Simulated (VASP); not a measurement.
Here is a VASP 6.6.1 calculation.

File INCAR:

```
SYSTEM = Ge
  PREC = Accurate
  ENCUT = 600
  EDIFF = 1E-6
  ISMEAR = -1
  SIGMA = 0.05
  LREAL = .FALSE.
  LASPH = .TRUE.
  NELM = 100
  ALGO = Fast
  ISIF = 3
  LWAVE = .FALSE.
  LCHARG = .FALSE.
  GGA = B5
  ALDAX = 1.0
  AGGAX = 1.0
  AGGAC = 1.0
  ALDAC = 0.0
  IBRION = 2
  NSW = 60
  EDIFFG = -0.01
```

KPOINTS

```
Automatic mesh
0
G
  11 11 11
  0 0 0
```

The input POSCAR:

```
Ge
1.0
   -0.0282083000      2.1019966500      2.1134578200
    2.0716247400     -0.0325513900      2.1178009100
    2.0429605600      2.0776755600     -0.0038872100
Ge
1
Direct
    0.0000000000      0.0000000000      0.0000000000
```

Potentials or basis: VASP PAW PBE potentials, release 64 (Ge_d).

Launch:

```sh
$ cat potpaw_PBE.64/Ge_d/POTCAR > POTCAR
$ mpirun -np 1 vasp_std > vasp.out
```

Question: Predict the space group after relaxing (to 0.05 Å).

Answer: I4/mmm (No. 139).

Question: What does it give for the relaxed volume?

Answer: 21.77 Å³/atom.

Question: Estimate the band gap on the k mesh.

Answer: None (metal or under the smearing width).

Stress tensor (GPa, compression positive):
```
 0.07 -0.01  0.00
-0.01 -0.07  0.01
 0.00  0.01  0.03
```

Caveat: the volume moved by over 15 % at a fixed basis, so the end points are rough; the PAW data sets were made with another functional, which shifts forces and pressure a little.
